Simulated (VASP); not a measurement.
# ZrN (Fm-3m) in VASP: notebook

Aim: see how the results for ZrN move with the level of theory and the settings. Levels: PBE, LDA. Tasks: single point.

Program: VASP 6.6.1. These are calculated values, not measurements. Logs are shortened: lines on timing, memory, paths and dates and some standing lists are left out, and cuts for length are marked.

### Step 1. The structure

It takes space group Fm-3m (No. 225, cubic). The conventional cell has a = 4.600 Å, b = 4.600 Å, c = 4.600 Å, α = 90.00°, β = 90.00°, γ = 90.00°. Around Zr (site symmetry m-3m) lie 6 N at 2.30 Å. N (site symmetry m-3m) has 6 Zr at 2.30 Å as nearest neighbours.

### Step 2. Single point, PBE

Contents of INCAR:

```
PREC = Accurate
ENCUT = 500
EDIFF = 1E-6
ISMEAR = 0
SIGMA = 0.02
LREAL = False
LASPH = True
NELM = 100
ALGO = Normal
ISIF = 2
LWAVE = False
LCHARG = True
GGA = PE
LELF = True
LVHAR = True
NBANDS = 16
```

Contents of KPOINTS:

```
regular mesh
0
Gamma
  5 5 5
```

Contents of POSCAR:

```
ZrN
1.0
    0.0000000000      2.3000000000      2.3000000000
    2.3000000000      0.0000000000      2.3000000000
    2.3000000000      2.3000000000      0.0000000000
Zr N
1 1
Direct
    0.5000000000      0.5000000000      0.5000000000
    0.0000000000      0.0000000000      0.0000000000
```

Potentials or basis: VASP PAW PBE potentials, release 64 (Zr_sv_GW, N_GW).

Launch:

```
$ cat potpaw_PBE.64/Zr_sv_GW/POTCAR potpaw_PBE.64/N_GW/POTCAR > POTCAR
$ mpirun -np 1 vasp_std > vasp.out
```

OUTCAR:

```text
PREC = Accurate
   ENCUT = 500
   EDIFF = 1E-6
   ISMEAR = 0
   LREAL = False
   LASPH = True
   NELM = 100
   ISIF = 2
   GGA = PE

 ion  position               nearest neighbor table
   1  0.500  0.500  0.500-
   2  0.000  0.000  0.000-

  LATTYP: Found a face centered cubic cell.
 ALAT       =     4.6000000000

  Lattice vectors:

 A1 = (   0.0000000000,   2.3000000000,   2.3000000000)
 A2 = (   2.3000000000,   0.0000000000,   2.3000000000)
 A3 = (   2.3000000000,   2.3000000000,   0.0000000000)

Analysis of symmetry for initial positions (statically):
=====================================================================
 Subroutine PRICEL returns:
 Original cell was already a primitive cell.

 Routine SETGRP: Setting up the symmetry group for a
 face centered cubic supercell.

 Subroutine GETGRP returns: Found 48 space group operations
 (whereof 48 operations were pure point group operations)
 out of a pool of 48 trial point group operations.

The static configuration has the point symmetry O_h .

Analysis of symmetry for dynamics (positions and initial velocities):
=====================================================================
 Subroutine PRICEL returns:
 Original cell was already a primitive cell.

 Routine SETGRP: Setting up the symmetry group for a
 face centered cubic supercell.

 Subroutine GETGRP returns: Found 48 space group operations
 (whereof 48 operations were pure point group operations)
 out of a pool of 48 trial point group operations.

The dynamic configuration has the point symmetry O_h .

 Subroutine INISYM returns: Found 48 space group operations
 (whereof 48 operations are pure point group operations),
 and found     1 'primitive' translations

----------------------------------------------------------------------------------------

                                     Primitive cell

  volume of cell :      24.3340

  direct lattice vectors                    reciprocal lattice vectors
     0.000000000  2.300000000  2.300000000    -0.217391304  0.217391304  0.217391304
     2.300000000  0.000000000  2.300000000     0.217391304 -0.217391304  0.217391304
     2.300000000  2.300000000  0.000000000     0.217391304  0.217391304 -0.217391304

  length of vectors
     3.252691193  3.252691193  3.252691193     0.376532784  0.376532784  0.376532784

  position of ions in fractional coordinates (direct lattice)
     0.500000000  0.500000000  0.500000000
     0.000000000  0.000000000  0.000000000

  ion indices of the primitive-cell ions
   primitive index   ion index
                 1           1
                 2           2

----------------------------------------------------------------------------------------

 KPOINTS: regular mesh

Automatic generation of k-mesh.
 Grid dimensions read from file:
 generate k-points for:    5    5    5

 Generating k-lattice:

  Cartesian coordinates                     Fractional coordinates (reciprocal lattice)
    -0.043478261  0.043478261  0.043478261     0.200000000  0.000000000  0.000000000
     0.043478261 -0.043478261  0.043478261     0.000000000  0.200000000  0.000000000
     0.043478261  0.043478261 -0.043478261     0.000000000  0.000000000  0.200000000

  Length of vectors
     0.075306557  0.075306557  0.075306557

  Shift w.r.t. Gamma in fractional coordinates (k-lattice)
     0.000000000  0.000000000  0.000000000

 Subroutine IBZKPT returns following result:
 ===========================================

 Found     10 irreducible k-points:

 Following reciprocal coordinates:
            Coordinates               Weight
  0.000000  0.000000  0.000000      1.000000
  0.200000  0.000000  0.000000      8.000000
  0.400000  0.000000  0.000000      8.000000
  0.200000  0.200000  0.000000      6.000000
  0.400000  0.200000  0.000000     24.000000
 -0.400000  0.200000  0.000000     24.000000
 -0.200000  0.200000  0.000000     12.000000
  0.400000  0.400000  0.000000      6.000000
 -0.400000  0.400000  0.000000     12.000000
 -0.400000  0.400000  0.200000     24.000000
   k-points           NKPTS =     10   k-points in BZ     NKDIM =     10   number of bands    NBANDS=     16
   number of dos      NEDOS =    301   number of ions     NIONS =      2
   total plane-waves  NPLWV =  13824
   dimension x,y,z NGX =    24 NGY =   24 NGZ =   24
   dimension x,y,z NGXF=    48 NGYF=   48 NGZF=   48
   ions per type =               1   1
   NGX,Y,Z   is equivalent  to a cutoff of  12.27, 12.27, 12.27 a.u.
   NGXF,Y,Z  is equivalent  to a cutoff of  24.53, 24.53, 24.53 a.u.
 SYSTEM =  unknown system
   PREC   = accura    normal or accurate (medium, high low for compatibility)
   ISTART =      0    job   : 0-new  1-cont  2-samecut
   ICHARG =      2    charge: 1-file 2-atom 10-const
   ISPIN  =      1    spin polarized calculation?
   LNONCOLLINEAR =      F non collinear calculations
   LSORBIT =      F    spin-orbit coupling
   LASPH  =      T    aspherical Exc in radial PAW
   ENCUT  =  500.0 eV  36.75 Ry    6.06 a.u.   5.93  5.93  5.93*2*pi/ulx,y,z
   NELM   =    100;   NELMIN=  2; NELMDL= -5     # of ELM steps
   EDIFF  = 0.1E-05   stopping-criterion for ELM
   LREAL  =      F    real-space projection
   EDIFFG = 0.1E-04   stopping-criterion for IOM
   NSW    =      0    number of steps for IOM
   IBRION =     -1    ionic relax: 0-MD 1-quasi-New 2-CG
   NFREE  =      0    steps in history (QN), initial steepest desc. (CG)
   ISIF   =      2    stress and relaxation
   ISYM   =      2    0-nonsym 1-usesym 2-fastsym
   POTIM  = 0.5000    time-step for ionic-motion
   TEBEG  =    0.0;   TEEND  =   0.0 temperature during run
   PSTRESS=    0.0 pullay stress
   NELECT =      17.0000    total number of electrons
   NUPDOWN=      -1.0000    fix difference up-down
   EMIN   =  10.00;   EMAX   =-10.00  energy-range for DOS
   EFERMI =   0.00;   METHOD = LEGACY
   ISMEAR =     0;   SIGMA  =   0.02  broadening in eV -4-tet -1-fermi 0-gaus
   EFERMI_NEDOS =   21; number of points for ismear=-14 and -15
   IALGO  =     38    algorithm
   IMIX   =      4    mixing-type and parameters
     AMIX     =   0.40;   BMIX     =  1.00
     AMIX_MAG =   1.60;   BMIX_MAG =  1.00
  volume/ion in A,a.u.               =      12.17        82.11
  Fermi-wavevector in a.u.,A,eV,Ry     =   1.452624  2.745062 28.709889  2.110117
  Thomas-Fermi vector in A             =   2.569985
   LORBIT       =      0    0 simple, 1 ext, 2 COOP (PROOUT), +10 PAW based schemes
   GGA     = PE    functional components
   LHFCALC =     F    Hartree Fock is set to
   AEXX    =    0.0000 exact exchange contribution
   IVDW    =     0    specifies the selected vdW correction
   LEPSILON=     F    determine dielectric tensor
   LRPA    =     F    only Hartree local field effects (RPA)
 non-spin polarized calculation
 Gauss-broadening in eV      SIGMA  =   0.02
  energy-cutoff  :      500.00
  volume of cell :       24.33
 maximum number of plane-waves:       629
   NGX = 11   NGY = 11   NGZ = 11

 number of electron      17.0000000 magnetization

 Free energy of the ion-electron system (eV)
  ---------------------------------------------------
  ext. energy  EPLUGINS =         0.00000000
  ---------------------------------------------------
  free energy    TOTEN  =       -22.14221813 eV

  energy without entropy =      -22.14005459  energy(sigma->0) =      -22.14113636

 E-fermi :  11.8075     XC(G=0): -12.4569

 val. band max:       11.3119466446   @ k =   0.0000   0.0000   0.0000
 cond. band min:      11.8082749918   @ k =  -0.4000   0.4000   0.2000
 fundamental gap:      0.4963283473
 Fermi energy:        11.8075361334

 k-point     1 :       0.0000    0.0000    0.0000
  band No.  band energies     occupation
      1     -37.9113      2.00000
      2     -15.5483      2.00000
      3     -15.5483      2.00000
      4     -15.5483      2.00000
      5      -4.5233      2.00000
      6       9.0697      2.00000
[... 8 lines left out ...]
     15      20.8549      0.00000
     16      33.9981      0.00000

 k-point     2 :       0.2000    0.0000    0.0000
  band No.  band energies     occupation
      1     -37.8649      2.00000
      2     -15.9630      2.00000
      3     -15.5800      2.00000
      4     -15.5800      2.00000
      5      -3.8127      2.00000
      6       6.8363      2.00000
[... 8 lines left out ...]
     15      23.0252      0.00000
     16      29.6076      0.00000

 k-point     3 :       0.4000    0.0000    0.0000
  band No.  band energies     occupation
      1     -37.7892      2.00000
      2     -16.5689      2.00000
      3     -15.6309      2.00000
      4     -15.6309      2.00000
      5      -2.5957      2.00000
      6       4.4717      2.00000
[... 8 lines left out ...]
     15      24.1544      0.00000
     16      24.9077      0.00000

 k-point     4 :       0.2000    0.2000    0.0000
  band No.  band energies     occupation
      1     -37.8497      2.00000
      2     -15.9238      2.00000
      3     -15.6684      2.00000
      4     -15.6684      2.00000
      5      -3.7989      2.00000
      6       6.1098      2.00000
[... 8 lines left out ...]
     15      23.8734      0.00000
     16      29.0359      0.00000

 k-point     5 :       0.4000    0.2000    0.0000
  band No.  band energies     occupation
      1     -37.7844      2.00000
      2     -16.3490      2.00000
      3     -15.7739      2.00000
      4     -15.7369      2.00000
      5      -3.2298      2.00000
      6       5.4478      2.00000
[... 8 lines left out ...]
     15      23.9781      0.00000
     16      25.8927      0.00000

 k-point     6 :      -0.4000    0.2000    0.0000
  band No.  band energies     occupation
      1     -37.7588      2.00000
      2     -16.4968      2.00000
      3     -15.9059      2.00000
      4     -15.6923      2.00000
      5      -2.8291      2.00000
      6       4.9195      2.00000
[... 8 lines left out ...]
     15      23.3596      0.00000
     16      24.2128      0.00000

 k-point     7 :      -0.2000    0.2000    0.0000
  band No.  band energies     occupation
      1     -37.8092      2.00000
      2     -16.2433      2.00000
      3     -15.8160      2.00000
      4     -15.5952      2.00000
      5      -3.1639      2.00000
      6       5.3990      2.00000
[... 8 lines left out ...]
     15      24.4617      0.00000
     16      24.8940      0.00000

 k-point     8 :       0.4000    0.4000    0.0000
  band No.  band energies     occupation
      1     -37.7505      2.00000
      2     -16.3776      2.00000
      3     -15.8604      2.00000
      4     -15.8604      2.00000
      5      -3.8348      2.00000
      6       6.5753      2.00000
[... 8 lines left out ...]
     15      23.0037      0.00000
     16      27.0760      0.00000

 k-point     9 :      -0.4000    0.4000    0.0000
  band No.  band energies     occupation
      1     -37.7349      2.00000
      2     -16.3410      2.00000
      3     -16.0819      2.00000
      4     -15.8337      2.00000
      5      -3.6089      2.00000
      6       6.6785      2.00000
[... 8 lines left out ...]
     15      21.9218      0.00000
     16      25.4431      0.00000

 k-point    10 :      -0.4000    0.4000    0.2000
  band No.  band energies     occupation
      1     -37.7443      2.00000
      2     -16.3182      2.00000
      3     -16.0482      2.00000
      4     -15.8394      2.00000
      5      -3.3032      2.00000
      6       5.9705      2.00000
[... 8 lines left out ...]
     15      23.1617      0.00000
     16      24.2704      0.00000

------------------------ aborting loop because EDIFF is reached ----------------------------------------

  FORCE on cell =-STRESS in cart. coord.  units (eV):
  Direction    XX          YY          ZZ          XY          YZ          ZX
  --------------------------------------------------------------------------------------
  -------------------------------------------------------------------------------------
  Total       -0.3181903     -0.3181903     -0.3181903      0.0000000      0.0000000     -0.0000000
  in kB      -20.9500018    -20.9500018    -20.9500018      0.0000000      0.0000000     -0.0000000
  external PRESSURE =     -20.9500018 kB  Pullay stress =       0.0000000 kB

 VOLUME and BASIS-vectors are now :
 -----------------------------------------------------------------------------
  energy-cutoff  :      500.00
  volume of cell :       24.33
      direct lattice vectors                 reciprocal lattice vectors
     0.000000000  2.300000000  2.300000000    -0.217391304  0.217391304  0.217391304
     2.300000000  0.000000000  2.300000000     0.217391304 -0.217391304  0.217391304
     2.300000000  2.300000000  0.000000000     0.217391304  0.217391304 -0.217391304

 POSITION                                       TOTAL-FORCE (eV/Angst)
 -----------------------------------------------------------------------------------
      2.30000      2.30000      2.30000         0.000000     -0.000000      0.000000
      0.00000      0.00000      0.00000        -0.000000      0.000000     -0.000000
 -----------------------------------------------------------------------------------
    total drift:                                0.000000     -0.000000      0.000000

  FREE ENERGIE OF THE ION-ELECTRON SYSTEM (eV)
  ---------------------------------------------------
  free  energy   TOTEN  =       -22.1422181269 eV

  energy  without entropy=      -22.1400545937  energy(sigma->0) =      -22.14113636
```

Run time: 7.2 s. Hardware: 1 thread of Intel Xeon Platinum 8259CL at 2.50GHz (Skylake/Cascade Lake), shared host; peak memory 0.14 GiB.

Results:

```
Free energy            : -22.1422 eV
Pressure               : -2.1 GPa
Band gap on the k mesh : none (metal or under the smearing width)
```

Caveat: the k mesh is coarse (spacing up to 0.47 Å⁻¹), so the values aren't converged; the cutoff is under 1.25 times the usual one of these potentials, so pressure, stress and relaxed cells hold a basis-set (Pulay) error.

### Step 3. Single point, LDA

Contents of INCAR:

```
SYSTEM = ZrN
PREC = Accurate
ENCUT = 550
EDIFF = 1E-7
ISMEAR = 0
SIGMA = 0.02
LREAL = .FALSE.
LASPH = .TRUE.
NELM = 80
ALGO = Normal
ISIF = 2
LWAVE = .FALSE.
LCHARG = .FALSE.
GGA = CA
```

Contents of KPOINTS:

```
Automatic mesh
0
G
  10 10 10
  0 0 0
```

POSCAR: that of step 2 with these lines changed.

```diff
@@ -7,4 +7,4 @@
 1 1
-Direct
-    0.5000000000      0.5000000000      0.5000000000
+Cartesian
+    2.3000000000      2.3000000000      2.3000000000
     0.0000000000      0.0000000000      0.0000000000
```

Potentials or basis: VASP PAW LDA potentials, release 64 (Zr_sv_GW, N_GW).

Launch:

```
$ cat potpaw_LDA.64/Zr_sv_GW/POTCAR potpaw_LDA.64/N_GW/POTCAR > POTCAR
$ mpirun -np 1 vasp_std > vasp.out
```

It took 37 s on 1 thread of Intel Xeon Platinum 8488C (Sapphire Rapids), shared host; peak memory 0.15 GiB.

Results (log left out):

```yaml
Free_energy: -24.1615 eV
Pressure: -12.9 GPa
Band_gap_on_the_k_mesh: none (metal or under the smearing width)
```

Levels at points of the mesh, in eV from the Fermi level:
```
           k point  band 5  band 6  band 7  band 8  band 9  band 10  band 11  band 12
(0.00, 0.00, 0.00)  -16.02   -2.65   -2.65   -2.65   -0.45    -0.45    -0.45     1.51
(0.50, 0.00, 0.00)  -13.79   -7.64   -5.67   -5.67    2.95     3.02     3.02     4.71
(0.50, 0.50, 0.00)  -15.47   -4.55   -3.49   -3.16   -3.16     3.29     4.46     4.49
```

(Part 1 of 2 ends here.)
